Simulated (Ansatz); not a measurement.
**Residual resistivity of an alloy: Pd(111) with 4 layers of random Pd-Ru, 2x2**

Wanted: resistance against the alloy's length, first Pd(111) with 4 layers of random Pd-Ru, 2x2.

Main program and level: Ansatz 0.2.0; Ansatz plane-wave DFT, PBE, PAW files; ballistic transport by layer matching (Landauer), zero bias; PAW set soft_1.

Most raw output is cut from this account.

### Step 1. Starting point

The cell holds 40 atoms: 38 Pd and 2 Ru. Its edges and angles: a = 5.501 Å, b = 5.501 Å, c = 22.514 Å, α = 93.5°, β = 86.5°, γ = 120.0°. It derives from Pd. Regions: lead, 24 atoms (24 Pd); scattering region, 16 atoms (14 Pd and 2 Ru). The structure is stacked along c, and the current runs across the ab planes.

### Step 2. With 4 alloy layers

In 4 layers a share of 0.125 of the sites is given to Ru at random. The layers about the cell's end stay perfect and serve as the lead. Energies from -0.05 to 0.05 eV in steps of 0.05 eV are too few for the program's thermal sum, so it prints no conductance; for a metal the transmission near the Fermi level serves, at a fraction of the cost.

Input file input.yaml:

```yaml
crystal:
  lattice:
    - [5.5010079149, 0.0, 0.0]
    - [-2.7505039575, 4.7640126007, 0.0]
    - [1.3752519787, -0.7940021001, 22.4577707709]
  atoms:
    - { symbol: Pd, position: [0.9916666667, 0.0083333333, 0.05] }
    - { symbol: Pd, position: [0.9916666667, 0.5083333333, 0.05] }
    - { symbol: Pd, position: [0.4916666667, 0.0083333333, 0.05] }
    - { symbol: Pd, position: [0.4916666667, 0.5083333333, 0.05] }
    - { symbol: Pd, position: [0.1416666667, 0.3583333333, 0.15] }
    - { symbol: Pd, position: [0.1416666667, 0.8583333333, 0.15] }
    - { symbol: Pd, position: [0.6416666667, 0.3583333333, 0.15] }
    - { symbol: Pd, position: [0.6416666667, 0.8583333333, 0.15] }
[... 28 atom lines left out ...]
    - { symbol: Pd, position: [0.8416666667, 0.1583333333, 0.95] }
    - { symbol: Pd, position: [0.8416666667, 0.6583333333, 0.95] }
    - { symbol: Pd, position: [0.3416666667, 0.1583333333, 0.95] }
    - { symbol: Pd, position: [0.3416666667, 0.6583333333, 0.95] }
kpoints:
  mp_grid: { grid: [5, 5, 1] }
hamiltonian:
  xc: pbe
  pseudopotentials: { kind: paw, azcp: { folder: soft_1 } }
scf:
  occupations: { method: fermi_dirac, width: 0.1 }
output:
  transmission:
    leads: [[0, 4]]
    kmesh: [10, 10]
    e_range: [-0.05, 0.05]
    de: 0.05
  write_potential: true
  write_density: true
  volumetric_format: npy
```

On the command line:

```console
$ ansatz run input.yaml --threads 4 --pin off --max-ram 15360MiB --backend cpu --events-out ev --progress --plain --runs-dir out
```

Wall time 3.1 min (4 threads of Intel Xeon Platinum 8488C (Sapphire Rapids), shared host); peak memory 4.9 GiB.

This step gave:

```
free energy                                    : -276727.8010 eV
energy at zero smearing                        : -276726.6765 eV
Fermi energy                                   : 19.84 eV
cell area                                      : 26.21 Å²
transmission per spin nearest the Fermi level  : 2.816
open channels per spin nearest the Fermi level : 5.23
step of the lead's potential                   : 5.1 meV
```

Per spin. Table of transmission, zone mean by energy, zero at the Fermi level:

```
energy (eV)  transmission, zone mean
    -0.0500                     3.13
     0.0000                     2.82
     0.0500                     2.44
```

Per spin. The open channels, zone mean, lead by energy, zero at the Fermi level:

```
energy (eV)  open channels, zone mean, lead
    -0.0500                            6.21
     0.0000                            5.23
     0.0500                            4.43
```

Transmission over k1 and k2. At 0.0000 eV from the Fermi level.

Ten even steps from '_' (1.09) to '@' (4.25):
```
**##**==**%%**--__::
--**##++..**##--____
====++##++**++==----
****..++####--++##**
@@%%****##%%##****%%
****##++--####++..**
==----==++**++##++==
--____--##**..++##**
**::__--**%%**==**##
@@**--==**@@**==--**
```
Columns: k1 (b1) from -0.5 to 0.4; rows upwards: k2 (b2) from -0.5 to 0.4.

Open channels over k1 and k2. At 0.0000 eV from the Fermi level.

Ten even steps from '_' (3.0) to '@' (10.0):
```
::##==::==##::..__..
..==::::::::==..____
..::::::..::::::....
::==::..++++..::==::
@@##::::++++++::::##
::::==::..++++..::==
......::::::..::::::
..____..==::::::::==
::..__..::##==::==##
@@::....::@@::....::
```
Columns: k1 (b1) from -0.5 to 0.4; rows upwards: k2 (b2) from -0.5 to 0.4.

Over the solved energies the transmission per spin lies between 2.44 and 3.13, out of 5.29 channels of the lead on average (up to 6.21).

### Step 3. With 8 alloy layers

In 8 layers a share of 0.125 of the sites is given to Ru at random. A fresh draw is used; the growth of the resistance with length is what counts.

System of this step: Pd(111) with 8 layers of random Pd-Ru, 2x2. The cell holds 56 atoms: 52 Pd and 4 Ru. Its edges and angles: a = 5.501 Å, b = 5.501 Å, c = 31.481 Å, α = 87.5°, β = 92.5°, γ = 120.0°. It derives from Pd. Regions: lead, 24 atoms (24 Pd); scattering region, 32 atoms (28 Pd and 4 Ru). The structure is stacked along c, and the current runs across the ab planes.

Input file input.yaml:

```yaml
crystal:
  lattice:
    - [5.5010079149, 0.0, 0.0]
    - [-2.7505039575, 4.7640126007, 0.0]
    - [-1.3752519787, 0.7940021001, 31.4408790793]
  atoms:
    - { symbol: Pd, position: [0.005952381, 0.994047619, 0.0357142857] }
    - { symbol: Pd, position: [0.005952381, 0.494047619, 0.0357142857] }
    - { symbol: Pd, position: [0.505952381, 0.994047619, 0.0357142857] }
    - { symbol: Pd, position: [0.505952381, 0.494047619, 0.0357142857] }
    - { symbol: Pd, position: [0.1845238095, 0.3154761905, 0.1071428571] }
    - { symbol: Pd, position: [0.1845238095, 0.8154761905, 0.1071428571] }
    - { symbol: Pd, position: [0.6845238095, 0.3154761905, 0.1071428571] }
    - { symbol: Pd, position: [0.6845238095, 0.8154761905, 0.1071428571] }
[... 44 atom lines left out ...]
    - { symbol: Pd, position: [0.3273809524, 0.1726190476, 0.9642857143] }
    - { symbol: Pd, position: [0.3273809524, 0.6726190476, 0.9642857143] }
    - { symbol: Pd, position: [0.8273809524, 0.1726190476, 0.9642857143] }
    - { symbol: Pd, position: [0.8273809524, 0.6726190476, 0.9642857143] }
kpoints:
  mp_grid: { grid: [5, 5, 1] }
hamiltonian:
  xc: pbe
  pseudopotentials: { kind: paw, azcp: { folder: soft_1 } }
scf:
  occupations: { method: fermi_dirac, width: 0.1 }
output:
  transmission:
    leads: [[0, 4]]
    kmesh: [10, 10]
    e_range: [-0.05, 0.05]
    de: 0.05
  write_potential: true
  write_density: true
  volumetric_format: npy
```

Elapsed: 5.1 min, on 4 threads; peak memory 8.5 GiB; 20 min of CPU time.

Numbers from this step:

```
free energy                                    : -386104.8103 eV
energy at zero smearing                        : -386103.2844 eV
Fermi energy                                   : 19.89 eV
transmission per spin nearest the Fermi level  : 1.950
open channels per spin nearest the Fermi level : 5.35
step of the lead's potential                   : 15.8 meV
```

Per spin. The transmission, zone mean by energy, zero at the Fermi level:

```
energy (eV)  transmission, zone mean
    -0.0500                     2.14
     0.0000                     1.95
     0.0500                     1.78
```

Over the solved energies the transmission per spin lies between 1.78 and 2.14, out of 5.52 channels of the lead on average (up to 6.48).

### Step 4. With 12 alloy layers

In 12 layers a share of 0.125 of the sites is given to Ru at random. A fresh draw is used; the growth of the resistance with length is what counts.

System of this step: Pd(111) with 12 layers of random Pd-Ru, 2x2. The cell holds 72 atoms: 66 Pd and 6 Ru. Its edges and angles: a = 5.501 Å, b = 5.501 Å, c = 40.424 Å, α = 90.0°, β = 90.0°, γ = 120.0°. It derives from Pd. Regions: lead, 24 atoms (24 Pd); scattering region, 48 atoms (42 Pd and 6 Ru). The structure is stacked along c, and the current runs across the ab planes.

Input file input.yaml:

```yaml
crystal:
  lattice:
    - [5.5010079149, 0.0, 0.0]
    - [-2.7505039575, 4.7640126007, 0.0]
    - [0.0, 0.0, 40.4239873877]
  atoms:
    - { symbol: Pd, position: [0.0, 0.0, 0.0277777778] }
    - { symbol: Pd, position: [0.0, 0.5, 0.0277777778] }
    - { symbol: Pd, position: [0.5, 0.0, 0.0277777778] }
    - { symbol: Pd, position: [0.5, 0.5, 0.0277777778] }
    - { symbol: Pd, position: [0.1666666667, 0.3333333333, 0.0833333333] }
    - { symbol: Pd, position: [0.1666666667, 0.8333333333, 0.0833333333] }
    - { symbol: Pd, position: [0.6666666667, 0.3333333333, 0.0833333333] }
    - { symbol: Pd, position: [0.6666666667, 0.8333333333, 0.0833333333] }
[... 60 atom lines left out ...]
    - { symbol: Pd, position: [0.3333333333, 0.1666666667, 0.9722222222] }
    - { symbol: Pd, position: [0.3333333333, 0.6666666667, 0.9722222222] }
    - { symbol: Pd, position: [0.8333333333, 0.1666666667, 0.9722222222] }
    - { symbol: Pd, position: [0.8333333333, 0.6666666667, 0.9722222222] }
kpoints:
  mp_grid: { grid: [5, 5, 1] }
hamiltonian:
  xc: pbe
  pseudopotentials: { kind: paw, azcp: { folder: soft_1 } }
scf:
  occupations: { method: fermi_dirac, width: 0.1 }
output:
  transmission:
    leads: [[0, 4]]
    kmesh: [10, 10]
    e_range: [-0.05, 0.05]
    de: 0.05
  write_potential: true
  write_density: true
  volumetric_format: npy
```

It took 13 min on 4 threads; peak memory 8.3 GiB.

This step gave:

| Property | Result |
| --- | --- |
| free energy | -495482.2061 eV |
| energy at zero smearing | -495480.2472 eV |
| Fermi energy | 19.91 eV |
| transmission per spin nearest the Fermi level | 1.820 |
| open channels per spin nearest the Fermi level | 5.23 |
| step of the lead's potential | 2.1 meV |

Per spin. Table of transmission, zone mean by energy, zero at the Fermi level:

```
energy (eV)  transmission, zone mean
    -0.0500                     1.96
     0.0000                     1.82
     0.0500                     1.64
```

Over the solved energies the transmission per spin lies between 1.64 and 1.96, out of 5.30 channels of the lead on average (up to 6.21).

### Step 5. The fit

This step: Ansatz plane-wave DFT, PBE, PAW files; ballistic transport by layer matching (Landauer), zero bias; residual resistivity from the slope of the area resistance, atoms on the host's lattice; PAW set soft_1 (Ansatz 0.2.0).

This step gave:

| Property | Result |
| --- | --- |
| resistivity | 36.89 µΩ cm |
| intercept | 0.3106 fΩ m² |
| scatter about the fit | 0.1005 fΩ m² |

Resistance, by row:

```
run  length (Å)      T  channels N  RA (fΩ m²)
 n4       8.983  2.795        5.29      0.5709
 n8       17.97  1.957        5.52       1.115
n12       26.95  1.807       5.297       1.234
```

Table of area resistance by length of the alloy:

```
length of the alloy (Å)  area resistance (fΩ m²)
                   8.98                    0.571
                  17.97                     1.12
                  26.95                     1.23
```

The area resistance goes from 0.57 to 1.2 fΩ m² between 9.0 and 26.9 Å, a slope of 37 µΩ cm.

By hand from the end points: (1.234 − 0.5709) fΩ m² / (26.95 − 8.98) Å = 37 µΩ cm, since 1 fΩ m² per Å is 1000 µΩ cm.

### Step 6. Summary of results

| Item | Value |
| --- | --- |
| resistivity from the slope | 36.9 µΩ cm |
| area resistance over 8.98 Å | 0.571 fΩ m² |
| area resistance over 18.0 Å | 1.12 fΩ m² |
| area resistance over 26.9 Å | 1.23 fΩ m² |

**Reading.** The slope gives 37 µΩ cm. The points scatter by 0.10 fΩ m² about the line, with one random draw a length in a 2x2 cell, so the slope is a rough value. The lead's own channel count moves between the runs (5.29, 5.52 and 5.30), which shifts RA and the slope too. Read with a model of isotropic scattering on a spherical Fermi surface and the lead's 1.6×10¹⁵ S/m², this slope means a mean free path near 13 Å; over these lengths the model's slope is within 3 % of its bulk resistivity. The draw over the shortest length came out nearly ordered, with 8 symmetry operations, so that point is a poor sample of a random alloy. The atoms sit on the host's lattice, so scattering by size misfit is left out.

[Logs are printed without paths, hosts, clocks, repeated set-up lines and the standing remarks that a program may print on its own settings, such as how far it seeks lower states.]

[Hosts, paths, dates, database ids (printed as entryN), source tags and the programs' standing remarks are cut or masked in the printed files.]
